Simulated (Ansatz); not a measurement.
Here is an Ansatz 0.2.0 calculation.

File input.yaml:

```yaml
crystal:
  lattice:
    - [0.0, 3.231, 3.231]
    - [3.231, 0.0, 3.231]
    - [3.231, 3.231, 0.0]
  atoms:
    - { symbol: Pb, position: [0.0, 0.0, 0.0] }
    - { symbol: Te, position: [0.5, 0.5, 0.5] }
hamiltonian:
  xc: pbe
  pseudopotentials: { kind: paw }
kpoints:
  mp_grid: { grid: [7, 7, 7] }
scf:
  occupations: { method: gaussian, width: 0.018 }
output:
  forces: true
  stress: true
  eigenvalues: true
```

Potentials or basis: Ansatz PAW.

Run with:

```bash
$ ansatz run input.yaml --threads 2 --pin off --max-ram 5632MiB --backend cpu --events-out ev --progress --plain --runs-dir out
```

(1) What does it give for the pressure?

Results:

(1) 2.1 GPa.

Caveat: this odd mesh misses L, where the gap lies, so gap, dielectric constants and Born charges aren't listed.
